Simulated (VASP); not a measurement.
Crystal: SiSe2.

```
CELL_PARAMETERS angstrom
-3.11202 5.01022 2.93545
3.11202 -5.01022 2.93545
3.11202 5.01022 -2.93545
ATOMIC_POSITIONS crystal
Si 0.75000 0.75000 0.00000
Si 0.25000 0.25000 0.00000
Se 0.12065 0.20322 0.32387
Se 0.87935 0.79678 0.67613
Se 0.37935 0.70322 0.08257
Se 0.62065 0.29678 0.91743
```

The cell is a database's computed one.

- Program: VASP 6.6.1
- Task: relaxation of cell and atoms
- Functional: PBE
- Dispersion: D3(BJ)
- Potentials or basis: VASP PAW PBE potentials, release 64 (Si, Se)
- Cutoff: 600 eV
- k mesh: 6 × 6 × 6
- Occupations: gaussian, width 0.03 eV
- Spin: no spin polarisation

At the start: pressure 0.3 GPa; volume 30.51 Å³/atom.

**Question.** Where does the relaxation end?

**Answer.** Over 19 steps the energy falls by 14.4 meV/atom and the volume is 27.02 Å³/atom (-11.5 %); space group Ibam (No. 72, to 0.05 Å).

The path:
| step | energy change (eV) | largest force (eV/Å) | pressure (GPa) | volume (Å³) |
| --- | --- | --- | --- | --- |
| 1 | 0.0000 | 0.3573 | 0.28 | 183.08 |
| 2 | -0.0081 | 0.0342 | -0.98 | 184.52 |
| 3 | -0.0097 | 0.0785 | -0.62 | 184.09 |
| 4 | -0.0219 | 0.0694 | -0.55 | 181.79 |
| 5 | -0.0513 | 0.0523 | -0.29 | 174.99 |
| 6 | -0.0684 | 0.0581 | 0.57 | 161.89 |
| 7 | -0.0703 | 0.0565 | 0.31 | 165.31 |
| 8 | -0.0792 | 0.0847 | -0.11 | 163.80 |
| 9 | -0.0805 | 0.1392 | -0.32 | 162.98 |
| 10 | -0.0835 | 0.0543 | 0.16 | 161.14 |
| 11 | -0.0835 | 0.0555 | 0.11 | 161.36 |
| 12 | -0.0842 | 0.0526 | 0.02 | 161.57 |
| 13 | -0.0849 | 0.0541 | -0.15 | 162.01 |
| 14 | -0.0854 | 0.0372 | -0.08 | 161.93 |
| 15 | -0.0858 | 0.0234 | 0.03 | 161.82 |
| 16 | -0.0855 | 0.0702 | 0.24 | 161.58 |
| 17 | -0.0859 | 0.0326 | 0.09 | 161.74 |
| 18 | -0.0862 | 0.0194 | 0.05 | 161.87 |
| 19 | -0.0864 | 0.0057 | -0.02 | 162.09 |

Final structure:
```
CELL_PARAMETERS angstrom
-2.95630 4.68896 2.92335
2.95630 -4.68896 2.92335
2.95630 4.68896 -2.92335
ATOMIC_POSITIONS crystal
Si 0.75000 0.75000 0.00000
Si 0.25000 0.25000 0.00000
Se 0.12707 0.22186 0.34893
Se 0.87293 0.77814 0.65107
Se 0.37293 0.72186 0.09478
Se 0.62707 0.27814 0.90522
```
